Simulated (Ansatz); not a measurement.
## ScAl3: a fit and a missing row

ScAl3, I4/mmm, a = 4.023 Å, c = 8.818 Å. The structure is a Materials Project entry; whether it is the stable form wasn't checked. Ansatz: PBE, PAW, 420 eV, Γ-centred 14×14×14 mesh on 4 atoms, Gaussian smearing 0.10 eV; no spin polarisation. Shape and atoms are relaxed at each volume; pressure is positive in compression.

```tsv
V (Å³/atom)	P (GPa)
15.700	13.63
16.236	9.40
16.771	5.78
17.306	2.66
17.841	0.00
18.377	?
18.912	-4.26
19.625	-6.44
```

Question: Take V0 = 17.841 Å³/atom, fit the third-order Birch–Murnaghan form to the other rows, and predict the missing pressure.

Answer: With the Eulerian strain f = ½[(V0/V)^(2/3) − 1] and y = P/[3f(1 + 2f)^(5/2)], the form is the line y = B0 + 1.5 B0 (B0′ − 4) f. Rows (f, y): 0.04448, 82.5; 0.03243, 82.6; 0.02105, 82.6; 0.01025, 82.2; -0.01906, 82.1; -0.03078, 81.7. Means f = 0.009728, y = 82.283; Σ(Δf)² = 0.004321, ΣΔfΔy = 0.04717; the slope is their ratio. y = 82.18 + 10.92 f GPa, so B0 = 82.2 GPa and B0′ = 4 + 2 × (10.92)/(3 × 82.18) = 4.09. At V = 18.377, f = -0.00977, y = 82.07 and P = -2.29 GPa. The run gave -2.29 GPa, the same to the digits shown.